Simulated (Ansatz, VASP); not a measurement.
**One calculation of CdSe, two programs**

The input INCAR:

```
SYSTEM = CdSe
  PREC = Accurate
  ENCUT = 520
  EDIFF = 1E-7
  ISMEAR = 0
  SIGMA = 0.02
  LREAL = .FALSE.
  LASPH = .TRUE.
  NELM = 100
  ALGO = Normal
  ISIF = 2
  LWAVE = .FALSE.
  LCHARG = .FALSE.
  GGA = PE
  NBANDS = 16
```

Contents of KPOINTS:

```
Automatic mesh
0
G
  10 10 10
  0 0 0
```

Contents of POSCAR:

```
CdSe
1.0
    0.0000000000      3.0500000000      3.0500000000
    3.0500000000      0.0000000000      3.0500000000
    3.0500000000      3.0500000000      0.0000000000
Cd Se
1 1
Direct
    0.0000000000      0.0000000000      0.0000000000
    0.2500000000      0.2500000000      0.2500000000
```

Input for Ansatz:

```yaml
crystal:
  lattice:
    - [0.0, 3.05, 3.05]
    - [3.05, 0.0, 3.05]
    - [3.05, 3.05, 0.0]
  atoms:
    - { symbol: Cd, position: [0.0, 0.0, 0.0] }
    - { symbol: Se, position: [0.25, 0.25, 0.25] }
basis:
  ecutwfc: 420
kpoints:
  mp_grid: { grid: [10, 10, 10] }
hamiltonian:
  xc: pbe
  pseudopotentials: { kind: paw, azcp: { folder: soft_1 } }
scf:
  occupations: { method: gaussian, width: 0.02 }
output:
  forces: true
  stress: true
  eigenvalues: true
```

Alike in both runs: task single point; functional PBE; k mesh 10 × 10 × 10; occupations gaussian, width 0.02 eV; no spin polarisation.

```csv
,VASP,Ansatz
version,VASP 6.6.1,Ansatz 0.2.0
potentials or method,"VASP PAW PBE potentials, release 64 (Cd, Se)","scalar-relativistic, plane waves, PAW"
plane-wave cutoff (eV),520,420
valence electrons in the cell,18,36
```

VASP gave:

| Quantity | Value |
| --- | --- |
| gap on the k mesh at the Fermi level (eV) | 0.59 |
| least direct gap on the mesh (eV) | 0.59 |
| pressure (GPa) | 2.6 |

Which values does Ansatz return?

gap on the k mesh at the Fermi level (eV): 0.59; least direct gap on the mesh (eV): 0.59; pressure (GPa): 2.3.

The functional is the same, so the differences come from potentials, cutoffs and numerics. The two sets of potentials don't hold the same shells in valence.
